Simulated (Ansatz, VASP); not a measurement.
## Two plane-wave programs on Al

Contents of INCAR:

```
PREC     = Accurate       # precision mode
ENCUT    = 520            # plane-wave cutoff, eV
EDIFF    = 1E-6           # SCF threshold, eV
ISMEAR   = 1              # smearing method
SIGMA    = 0.2            # smearing width, eV
LREAL    = False          # projectors in reciprocal space
LASPH    = True           # aspherical terms in the spheres
NELM     = 100            # most SCF steps
ALGO     = Normal         # electronic algorithm
ISIF     = 2              # what is computed and relaxed
LWAVE    = False          # write WAVECAR
LCHARG   = False          # write CHGCAR
GGA      = PE             # functional
NBANDS   = 8              # bands
```

KPOINTS

```
regular mesh
0
Gamma
  13 13 13
```

File POSCAR:

```
Al
1.0
    0.0000000000      2.0199630948      2.0199630948
    2.0199630948      0.0000000000      2.0199630948
    2.0199630948      2.0199630948      0.0000000000
Al
1
Direct
    0.0000000000      0.0000000000      0.0000000000
```

Input for Ansatz:

```yaml
crystal:
  lattice:
    - [0.0, 2.0199630948, 2.0199630948]
    - [2.0199630948, 0.0, 2.0199630948]
    - [2.0199630948, 2.0199630948, 0.0]
  atoms:
    - { symbol: Al, position: [0.0, 0.0, 0.0] }
hamiltonian:
  xc: pbe
  pseudopotentials:
    kind: paw
    azcp:
      Al: "pseudopotentials/Al.paw.azcp"
basis:
  ecutwfc: 420
  fft_grid_basis: typed
kpoints:
  mp_grid: { grid: [13, 13, 13], shift: [0, 0, 0] }
magnetization:
  spin_polarized: false
scf:
  occupations: { method: cold, width: 0.2 }
  lower_state_search: "off"
output:
  stress: true
```

Alike in both runs: task single point; functional PBE; k mesh 13 × 13 × 13; no spin polarisation.

|  | VASP | Ansatz |
| --- | --- | --- |
| version | VASP 6.6.1 | Ansatz 0.2.0 |
| potentials or method | VASP PAW PBE potentials, release 64 (Al) | plane waves (420 eV) with PAW, scalar-relativistic |
| plane-wave cutoff (eV) | 520 | 420 |
| occupations | methfessel-paxton of order 1, width 0.2 eV | cold, width 0.2 eV |
| valence electrons in the cell | 3 | 3 |

|  | VASP | Ansatz | Ansatz less VASP |
| --- | --- | --- | --- |
| pressure (GPa) | -0.1 | -0.1 | +0.03 |
